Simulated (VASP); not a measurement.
The system is MoP.

```
Mo P
1.0
     3.22300    0.00000    0.00000
    -1.61150    2.79120    0.00000
     0.00000    0.00000    3.19100
Mo P
1 1
Direct
  0.00000 0.00000 0.00000
  0.33333 0.66667 0.50000
```

| Quantity | Value |
| --- | --- |
| Program | VASP 6.6.1 |
| Task | relaxation of cell and atoms |
| Functional | LDA |
| Potentials or basis | VASP PAW LDA potentials, release 64 (Mo_sv, P) |
| Cutoff | 350 eV |
| k mesh | 9 × 9 × 8 |
| Occupations | gaussian, width 0.1 eV |
| Spin | no spin polarisation |

At the start: pressure -7.4 GPa; volume 14.35 Å³/atom.

**Question.** How do energy, volume and symmetry change on relaxing?

**Answer.** Over 9 steps the energy falls by 10.5 meV/atom and the volume is 13.91 Å³/atom (-3.1 %); space group P-6m2 (No. 187, to 0.05 Å).

Step by step:
```csv
step,energy change (eV),largest force (eV/Å),pressure (GPa),volume (Å³)
1,0.0000,0.0000,-7.40,28.71
2,0.0869,0.0000,19.92,26.04
3,-0.0208,0.0000,-0.24,27.86
4,-0.0209,0.0000,-0.06,27.84
5,-0.0209,0.0000,0.09,27.82
6,-0.0210,0.0000,0.15,27.81
7,-0.0210,0.0000,0.15,27.81
8,-0.0209,0.0000,-0.27,27.85
9,-0.0210,0.0000,0.00,27.82
```

Final structure:
```xyz
2
Lattice="3.1896 0.0000 0.0000 -1.5948 2.7623 0.0000 0.0000 0.0000 3.1579" Properties=species:S:1:pos:R:3 pbc="T T T"
Mo    0.0000    0.0000    3.1579
P     0.0000    1.8415    1.5790
```
